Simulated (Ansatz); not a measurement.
Input of an Ansatz 0.2.0 run:

input.yaml

```yaml
crystal:
  lattice:
    - [0.0, 4.1175163063, 4.2628978354]
    - [2.3895119538, 0.0, 4.2628978354]
    - [2.3895119538, 4.1175163063, 0.0]
  atoms:
    - { symbol: Ti, position: [0.75, 0.75, 0.75] }
    - { symbol: Ti, position: [0.5, 0.5, 0.5] }
    - { symbol: Si, position: [0.41256561, 0.08743439, 0.41256561] }
    - { symbol: Si, position: [0.08743439, 0.41256561, 0.08743439] }
    - { symbol: Si, position: [0.16256561, 0.83743439, 0.16256561] }
    - { symbol: Si, position: [0.83743439, 0.16256561, 0.83743439] }
hamiltonian:
  xc: r2scan
  pseudopotentials: { kind: paw }
kpoints:
  mp_grid: { grid: [7, 7, 7] }
scf:
  occupations: { method: fermi_dirac, width: 0.05 }
output:
  forces: true
  stress: true
  eigenvalues: true
relax:
  f_tol: 0.01
  max_steps: 40
  cell: { stress_tol: 0.05 }
```

Potentials or basis: Ansatz PAW.

Launch:

```console
$ ansatz run input.yaml --threads 2 --pin off --max-ram 5632MiB --backend cpu --events-out ev --progress --plain --runs-dir out
```

(1) What does it give for the relaxed cell?

(2) Estimate the relaxed volume.

Answers

(1) a = 5.921 Å, b = 4.891 Å, c = 4.749 Å, α = 75.77°, β = 53.20°, γ = 51.03°.

(2) 13.95 Å³/atom.

Caveat: the PAW data sets come from PBE, with cores solved anew for the run's functional, which leaves a small shift of forces and pressure.
